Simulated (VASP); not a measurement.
Here is a VASP 6.6.1 calculation.

File INCAR:

```
PREC     = Accurate       # precision mode
ENCUT    = 520            # plane-wave cutoff, eV
EDIFF    = 1E-7           # SCF threshold, eV
ISMEAR   = 0              # smearing method
SIGMA    = 0.02           # smearing width, eV
LREAL    = F              # projectors in reciprocal space
LASPH    = T              # aspherical terms in the spheres
NELM     = 60             # most SCF steps
ALGO     = Fast           # electronic algorithm
ISIF     = 3              # what is computed and relaxed
LWAVE    = F              # write WAVECAR
LCHARG   = F              # write CHGCAR
GGA      = PE             # functional
IVDW     = 12             # dispersion correction
IBRION   = 2              # ionic algorithm
NSW      = 80             # ionic steps
EDIFFG   = -0.002         # ionic threshold
```

KPOINTS

```
Automatic mesh
0
Gamma
  10 10 10
```

The input POSCAR:

```
CdS
1.0
    0.0000000000      2.9165000000      2.9165000000
    2.9165000000      0.0000000000      2.9165000000
    2.9165000000      2.9165000000      0.0000000000
Cd S
1 1
Direct
    0.0000000000      0.0000000000      0.0000000000
    0.2500000000      0.2500000000      0.2500000000
```

Potentials or basis: VASP PAW PBE potentials, release 64 (Cd, S).

Command:

```console
$ cat potpaw_PBE.64/Cd/POTCAR potpaw_PBE.64/S/POTCAR > POTCAR
$ mpirun -np 1 vasp_std > vasp.out
```

Q: Predict the dispersion energy per atom.

A: -0.301 eV.

Q: What does it give for the space group after relaxing (to 0.05 Å)?

A: F-43m (No. 216).

Final structure:
```xyz
2
Lattice="0.0000 2.9320 2.9320 2.9320 0.0000 2.9320 2.9320 2.9320 0.0000" Properties=species:S:1:pos:R:3 pbc="T T T"
Cd    0.0000    0.0000    0.0000
S     1.4660    1.4660    1.4660
```

Zero-point motion and thermal expansion aren't in these numbers.
